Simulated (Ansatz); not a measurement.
## BN: zone-centre modes

Method: DFT PBEsol, scalar-relativistic, plane waves, PAW in Ansatz 0.2.0. Settings: plane waves to 420 eV, k-mesh 10×10×10 (Γ-centred), Gaussian smearing 0.05 eV. No spin polarisation.

Zero of the scan (relaxed at this level):

```xyz
8
Lattice="-2.5043 0.0000 0.0000 0.0000 4.3377 0.0000 1.2522 -2.1688 -7.0191" Properties=species:S:1:pos:R:3 pbc="T T T"
B    -1.2522   -0.7229   -5.2643
B     0.0000    1.4459   -5.2643
B     0.0000    2.8918   -1.7548
B    -1.2522    0.7229   -1.7548
N    -1.2522    3.6147   -1.7548
N     0.0000    1.4459   -1.7548
N     0.0000   -1.4459   -5.2643
N    -1.2522    0.7229   -5.2643
```

The cell holds layers and no dispersion correction was added, so their binding is poorly described.

Harmonic modes by finite displacements of 0.02 Å, without the LO–TO term. The cell doubles the primitive one, so its zone centre also holds the primitive cell's point q = (0, 1/2, 1/2).

Question: At this geometry, is the structure stable against these modes?

Answer: Yes: no mode is imaginary beyond 10 cm⁻¹, and only the three translations lie near zero.

Question: List the wavenumbers in cm⁻¹.

Answer: 0, 0, 0, 34, 34, 64, 307, 307, 542, 542, 616, 616, 753, 793, 1151, 1151, 1263, 1263, 1298, 1298, 1362, 1362, 1362, 1362.

Cost: 1 run of about 5.2 core-minutes, on Arm Neoverse V1 (shared hosts).